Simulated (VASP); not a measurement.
# Si2Mo (P1) in VASP: convergence with PREC

Aim: find how far PREC must go before the results for Si2Mo settle, at LDA. This setting moves, with any that are tied to it; all else stays.

Everything below comes from runs of VASP 6.6.1. Logs are shortened: lines on timing, memory, paths and dates and some standing lists are left out, and cuts for length are marked.

## Step 1: The cell of the first run

The typed cell holds 9 atoms: a = 4.585 Å, b = 4.585 Å, c = 6.580 Å, α = 90.00°, β = 90.00°, γ = 120.00°.

The cell comes from a database or a generator and needn't be the stable form of this composition.

The cell isn't the ideal one: atoms moved at random, drawn with an rms of 0.02 Å.

## Step 2: With PREC Low

Contents of INCAR:

```
SYSTEM = Si2Mo
PREC = Low
ENCUT = 520
EDIFF = 1E-7
ISMEAR = 0
SIGMA = 0.02
LREAL = .FALSE.
LASPH = .TRUE.
NELM = 100
ALGO = Fast
ISIF = 2
LWAVE = .FALSE.
LCHARG = .FALSE.
GGA = CA
NBANDS = 43
```

Contents of KPOINTS:

```
Automatic mesh
0
G
  5 5 3
  0 0 0
```

Contents of POSCAR:

```
Si2Mo
1.0
    4.5854715599      0.0000000000      0.0000000000
   -2.2927357800      3.9711348592      0.0000000000
    0.0000000000      0.0000000000      6.5797601000
Mo Si
3 6
Direct
    0.4954580000      0.4988590000      0.8368860000
    0.0037150000      0.5025370000      0.1667930000
    0.5021300000     -0.0025310000      0.4999540000
    0.1653300000      0.3318610000      0.5036080000
    0.6773910000      0.8377320000      0.1678870000
    0.8424260000      0.1678210000      0.8350330000
    0.8386650000      0.6733970000      0.5016020000
    0.3322630000      0.1682250000      0.1652680000
    0.1612990000      0.8318010000      0.8314010000
```

Potentials or basis: VASP PAW LDA potentials, release 64 (Mo_sv, Si).

Run with:

```console
$ cat potpaw_LDA.64/Mo_sv/POTCAR potpaw_LDA.64/Si/POTCAR > POTCAR
$ mpirun -np 1 vasp_std > vasp.out
```

OUTCAR:

```text
SYSTEM = Si2Mo
   PREC = Low
   ENCUT = 520
   EDIFF = 1E-7
   ISMEAR = 0
   LREAL = .FALSE.
   LASPH = .TRUE.
   NELM = 100
   ISIF = 2
   GGA = CA

 Found     38 irreducible k-points:

 Following reciprocal coordinates:
            Coordinates               Weight
  0.000000  0.000000  0.000000      1.000000
  0.200000  0.000000  0.000000      2.000000
  0.000000  0.200000  0.000000      2.000000
 -0.200000  0.200000  0.000000      2.000000
  0.400000 -0.000000  0.000000      2.000000
  0.000000  0.400000  0.000000      2.000000
   k-points           NKPTS =     38   k-points in BZ     NKDIM =     38   number of bands    NBANDS=     43
   number of dos      NEDOS =    301   number of ions     NIONS =      9
   total plane-waves  NPLWV =  31360
   dimension x,y,z NGX =    28 NGY =   28 NGZ =   40
   dimension x,y,z NGXF=    28 NGYF=   28 NGZF=   40
   ions per type =               3   6
   NGX,Y,Z   is equivalent  to a cutoff of  10.15, 10.15, 10.11 a.u.
   NGXF,Y,Z  is equivalent  to a cutoff of  10.15, 10.15, 10.11 a.u.
 SYSTEM =  Si2Mo
   PREC   = low       normal or accurate (medium, high low for compatibility)
   ISTART =      0    job   : 0-new  1-cont  2-samecut
   ICHARG =      2    charge: 1-file 2-atom 10-const
   ISPIN  =      1    spin polarized calculation?
   LNONCOLLINEAR =      F non collinear calculations
   LSORBIT =      F    spin-orbit coupling
   LASPH  =      T    aspherical Exc in radial PAW
   ENCUT  =  520.0 eV  38.22 Ry    6.18 a.u.   8.53  8.53 12.23*2*pi/ulx,y,z
   NELM   =    100;   NELMIN=  2; NELMDL= -5     # of ELM steps
   EDIFF  = 0.1E-06   stopping-criterion for ELM
   LREAL  =      F    real-space projection
   EDIFFG = 0.1E-05   stopping-criterion for IOM
   NSW    =      0    number of steps for IOM
   IBRION =     -1    ionic relax: 0-MD 1-quasi-New 2-CG
   NFREE  =      0    steps in history (QN), initial steepest desc. (CG)
   ISIF   =      2    stress and relaxation
   ISYM   =      2    0-nonsym 1-usesym 2-fastsym
   POTIM  = 0.5000    time-step for ionic-motion
   TEBEG  =    0.0;   TEEND  =   0.0 temperature during run
   PSTRESS=    0.0 pullay stress
   NELECT =      66.0000    total number of electrons
   NUPDOWN=      -1.0000    fix difference up-down
   EMIN   =  10.00;   EMAX   =-10.00  energy-range for DOS
   EFERMI =   0.00;   METHOD = LEGACY
   ISMEAR =     0;   SIGMA  =   0.02  broadening in eV -4-tet -1-fermi 0-gaus
   EFERMI_NEDOS =   21; number of points for ismear=-14 and -15
   IALGO  =     68    algorithm
   IMIX   =      4    mixing-type and parameters
     AMIX     =   0.40;   BMIX     =  1.00
     AMIX_MAG =   1.60;   BMIX_MAG =  1.00
  volume/ion in A,a.u.               =      13.31        89.84
  Fermi-wavevector in a.u.,A,eV,Ry     =   1.342002  2.536017 24.503685  1.800970
  Thomas-Fermi vector in A             =   2.470191
   LORBIT       =      0    0 simple, 1 ext, 2 COOP (PROOUT), +10 PAW based schemes
   GGA     = CA    functional components
   LHFCALC =     F    Hartree Fock is set to
   AEXX    =    0.0000 exact exchange contribution
   IVDW    =     0    specifies the selected vdW correction
   LEPSILON=     F    determine dielectric tensor
   LRPA    =     F    only Hartree local field effects (RPA)
 non-spin polarized calculation
 RMM-DIIS sequential band-by-band and
 Gauss-broadening in eV      SIGMA  =   0.02
  energy-cutoff  :      520.00
  volume of cell :      119.81
 maximum number of plane-waves:      3252
   NGX = 17   NGY = 17   NGZ = 25

 number of electron      65.9999601 magnetization

 Free energy of the ion-electron system (eV)
  ---------------------------------------------------
  ext. energy  EPLUGINS =         0.00000000
  ---------------------------------------------------
  free energy    TOTEN  =       -77.15755341 eV

  energy without entropy =      -77.15755341  energy(sigma->0) =      -77.15755341

 E-fermi :  12.6576     XC(G=0): -12.5846

 val. band max:       12.4924481854   @ k =   0.0000   0.0000   0.3333
 cond. band min:      13.0014189851   @ k =   0.4000  -0.0000   0.0000
 fundamental gap:      0.5089707996
 Fermi energy:        12.6575769853

 k-point     1 :       0.0000    0.0000    0.0000
  band No.  band energies     occupation
      1     -47.9549      2.00000
      2     -47.9282      2.00000
      3     -47.9127      2.00000
      4     -22.3939      2.00000
      5     -22.3896      2.00000
      6     -22.3810      2.00000
[... 35 lines left out ...]
     42      15.8617      0.00000
     43      16.2845      0.00000

 k-point     2 :       0.2000    0.0000    0.0000
  band No.  band energies     occupation
      1     -47.9528      2.00000
      2     -47.9280      2.00000
      3     -47.9147      2.00000
      4     -22.4237      2.00000
      5     -22.4037      2.00000
      6     -22.3800      2.00000
[... 35 lines left out ...]
     42      16.0035      0.00000
     43      16.6605      0.00000

 k-point     3 :       0.0000    0.2000    0.0000
  band No.  band energies     occupation
      1     -47.9522      2.00000
      2     -47.9303      2.00000
      3     -47.9130      2.00000
      4     -22.4208      2.00000
      5     -22.3987      2.00000
      6     -22.3891      2.00000
[... 35 lines left out ...]
     42      16.0252      0.00000
     43      16.7157      0.00000

 k-point     4 :      -0.2000    0.2000    0.0000
  band No.  band energies     occupation
      1     -47.9524      2.00000
      2     -47.9294      2.00000
      3     -47.9137      2.00000
      4     -22.4205      2.00000
      5     -22.4032      2.00000
      6     -22.3830      2.00000
[... 35 lines left out ...]
     42      16.0438      0.00000
     43      16.6339      0.00000

 k-point     5 :       0.4000   -0.0000    0.0000
  band No.  band energies     occupation
      1     -47.9489      2.00000
      2     -47.9276      2.00000
      3     -47.9186      2.00000
      4     -22.4424      2.00000
      5     -22.4220      2.00000
      6     -22.3863      2.00000
[... 35 lines left out ...]
     42      16.1309      0.00000
     43      16.5538      0.00000

 k-point     6 :       0.0000    0.4000    0.0000
  band No.  band energies     occupation
      1     -47.9452      2.00000
      2     -47.9365      2.00000
      3     -47.9134      2.00000
      4     -22.4414      2.00000
      5     -22.4125      2.00000
      6     -22.3928      2.00000
[... 35 lines left out ...]
     42      16.0711      0.00000
     43      16.5159      0.00000

 [... further k-points ...]

------------------------ aborting loop because EDIFF is reached ----------------------------------------

  FORCE on cell =-STRESS in cart. coord.  units (eV):
  Direction    XX          YY          ZZ          XY          YZ          ZX
  --------------------------------------------------------------------------------------
  -------------------------------------------------------------------------------------
  Total       -3.0364506     -3.0370098     -3.4535513     -0.0028434     -0.1593584      0.0347882
  in kB      -40.6039325    -40.6114103    -46.1814750     -0.0380223     -2.1309682      0.4651939
  external PRESSURE =     -42.4656059 kB  Pullay stress =       0.0000000 kB

 VOLUME and BASIS-vectors are now :
 -----------------------------------------------------------------------------
  energy-cutoff  :      520.00
  volume of cell :      119.81
      direct lattice vectors                 reciprocal lattice vectors
     4.585471560  0.000000000  0.000000000     0.218080079  0.125908592  0.000000000
    -2.292735780  3.971134859  0.000000000     0.000000000  0.251817185  0.000000000
     0.000000000  0.000000000  6.579760100     0.000000000  0.000000000  0.151981225

 POSITION                                       TOTAL-FORCE (eV/Angst)
 -----------------------------------------------------------------------------------
      1.12816      1.98104      5.50651         0.534855      0.188952     -0.451265
     -1.13515      1.99564      1.09746        -0.132522     -0.076536      0.160670
      0.01557      3.96108      3.28958        -0.163904      0.312605      0.223306
     -0.00275      1.31786      3.31362         0.129394     -0.086530     -0.275352
      1.18546      3.32675      1.10466        -0.115731      0.035419     -0.009205
      3.47815      0.66644      5.49432        -0.317693     -0.249790     -0.012483
      2.30175      2.67415      3.30042        -0.085321     -0.120640     -0.103413
      1.13789      0.66804      1.08742         0.031285     -0.192224      0.239941
     -1.16747      3.30319      5.47042         0.119636      0.188746      0.227801
 -----------------------------------------------------------------------------------
    total drift:                                0.001036      0.000344      0.001675

  FREE ENERGIE OF THE ION-ELECTRON SYSTEM (eV)
  ---------------------------------------------------
  free  energy   TOTEN  =       -77.1575534070 eV

  energy  without entropy=      -77.1575534070  energy(sigma->0) =      -77.15755341
```

Wall time 2.3 min (1 thread of Intel Xeon Platinum 8488C (Sapphire Rapids), shared host); peak memory 0.22 GiB.

What came out:

```yaml
Free_energy: -77.1576 eV
Pressure: -4.2 GPa
Largest_force: 0.725 eV/Å
Band_gap_on_the_k_mesh: 0.51 eV, indirect (least direct gap 0.86 eV)
```

## Step 3: With PREC Medium

Edit INCAR of step 2 so:

```diff
@@ -1,3 +1,3 @@
 SYSTEM = Si2Mo
-PREC = Low
+PREC = Medium
 ENCUT = 520
```

KPOINTS is that of step 2.

POSCAR is that of step 2.

Potentials or basis: VASP PAW LDA potentials, release 64 (Mo_sv, Si).

Run with:

```console
$ cat potpaw_LDA.64/Mo_sv/POTCAR potpaw_LDA.64/Si/POTCAR > POTCAR
$ mpirun -np 1 vasp_std > vasp.out
```

It took 2.1 min on 1 thread of Intel Xeon Platinum 8488C (Sapphire Rapids), shared host; peak memory 0.22 GiB.

What came out:

```
Free energy            : -77.1573 eV
Pressure               : -4.3 GPa
Largest force          : 0.718 eV/Å
Band gap on the k mesh : 0.51 eV, indirect (least direct gap 0.86 eV)
```

## Step 4: With PREC Single

Edit INCAR of step 3 so:

```diff
@@ -1,3 +1,3 @@
 SYSTEM = Si2Mo
-PREC = Medium
+PREC = Single
 ENCUT = 520
```

KPOINTS is that of step 3.

POSCAR is that of step 3.

Run with:

```console
$ cat potpaw_LDA.64/Mo_sv/POTCAR potpaw_LDA.64/Si/POTCAR > POTCAR
$ mpirun -np 1 vasp_std > vasp.out
```

Run time: 3.4 min. Hardware: 1 thread of Intel Xeon Platinum 8488C (Sapphire Rapids), shared host; peak memory 0.23 GiB.

What came out:

```yaml
Free_energy: -77.1579 eV
Pressure: -4.3 GPa
Largest_force: 0.720 eV/Å
Band_gap_on_the_k_mesh: 0.51 eV, indirect (least direct gap 0.86 eV)
```

## Step 5: With PREC Normal

Edit INCAR of step 4 so:

```diff
@@ -1,3 +1,3 @@
 SYSTEM = Si2Mo
-PREC = Single
+PREC = Normal
 ENCUT = 520
```

KPOINTS is that of step 4.

POSCAR is that of step 4.

Run with:

```console
$ cat potpaw_LDA.64/Mo_sv/POTCAR potpaw_LDA.64/Si/POTCAR > POTCAR
$ mpirun -np 1 vasp_std > vasp.out
```

Wall time 2.2 min (1 thread of Intel Xeon Platinum 8488C (Sapphire Rapids), shared host); peak memory 0.25 GiB.

What came out:

| Item | Value |
| --- | --- |
| Free energy | -77.1581 eV |
| Pressure | -4.3 GPa |
| Largest force | 0.724 eV/Å |
| Band gap on the k mesh | 0.51 eV, indirect (least direct gap 0.86 eV) |

## Step 6: With PREC High

Edit INCAR of step 5 so:

```diff
@@ -1,3 +1,3 @@
 SYSTEM = Si2Mo
-PREC = Normal
+PREC = High
 ENCUT = 520
```

KPOINTS is that of step 5.

POSCAR is that of step 5.

Potentials or basis: VASP PAW LDA potentials, release 64 (Mo_sv, Si).

Run with:

```console
$ cat potpaw_LDA.64/Mo_sv/POTCAR potpaw_LDA.64/Si/POTCAR > POTCAR
$ mpirun -np 1 vasp_std > vasp.out
```

Wall time 3.1 min (1 thread of Intel Xeon Platinum 8488C (Sapphire Rapids), shared host); peak memory 0.24 GiB.

What came out:

```yaml
Free_energy: -77.1581 eV
Pressure: -4.3 GPa
Largest_force: 0.723 eV/Å
Band_gap_on_the_k_mesh: 0.51 eV, indirect (least direct gap 0.86 eV)
```

## Step 7: With PREC Accurate

Edit INCAR of step 6 so:

```diff
@@ -1,3 +1,3 @@
 SYSTEM = Si2Mo
-PREC = High
+PREC = Accurate
 ENCUT = 520
```

KPOINTS is that of step 6.

POSCAR is that of step 6.

Run with:

```console
$ cat potpaw_LDA.64/Mo_sv/POTCAR potpaw_LDA.64/Si/POTCAR > POTCAR
$ mpirun -np 1 vasp_std > vasp.out
```

It took 4.3 min on 1 thread of Intel Xeon Platinum 8488C (Sapphire Rapids), shared host; peak memory 0.28 GiB.

It converged, with:

| Item | Value |
| --- | --- |
| Free energy | -77.1581 eV |
| Pressure | -4.3 GPa |
| Largest force | 0.723 eV/Å |
| Band gap on the k mesh | 0.51 eV, indirect (least direct gap 0.86 eV) |

## Step 8: Summary

```
    PREC  energy less the tightest run, at zero smearing (meV/atom)  largest force (eV/Å)  SCF cycles  CPU time (s)  peak memory (GiB)
     Low                                                       0.06                 0.725          18           130               0.22
  Medium                                                       0.08                 0.718          18           130               0.22
  Single                                                       0.01                 0.720          18           200               0.23
  Normal                                                       0.00                 0.724          18           130               0.25
    High                                                      -0.01                 0.723          18           180               0.24
Accurate                                                       0.00                 0.723          18           260               0.28
```

Against the tightest run, the energy stays within 1 meV/atom from Low on; the largest force stays within 0.005 eV/Å from Single on. The tightest run that finished is the yardstick and may itself not be fully converged.

Caveats: an odd mesh through Γ misses points on the zone boundary, where band edges often lie.
